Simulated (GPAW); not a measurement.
Os:

```xyz
2
Lattice="2.7341 0.0000 0.0000 -1.3671 2.3678 0.0000 0.0000 0.0000 4.3197" Properties=species:S:1:pos:R:3 pbc="T T T"
Os    1.3671    0.7893    3.2398
Os    0.0000    1.5785    1.0799
```

Base run:

- Program: GPAW 26.7.0
- Functional: OLYP
- Potentials or basis: PAW data sets generated in the run's folder for this functional
- Cutoff: 600 eV
- Basis: pw
- k mesh: 8 × 8 × 5
- Occupations: fermi-dirac, width 0.05 eV
- Spin: spin-orbit coupling, no magnetisation

Its results: pressure -2.5 GPa.

**Question.** The run is repeated on the same cell with these changes: functional from OLYP to BLYP. What comes out?

**Answer.** Pressure 20.8 GPa.

Caveats: spin-orbit coupling was added after a scalar SCF, so levels and gaps hold it while energy, forces, pressure and moments don't; so large a pressure means that the cell lies far from this level's equilibrium, or that cutoff or potentials fall short (some runs).
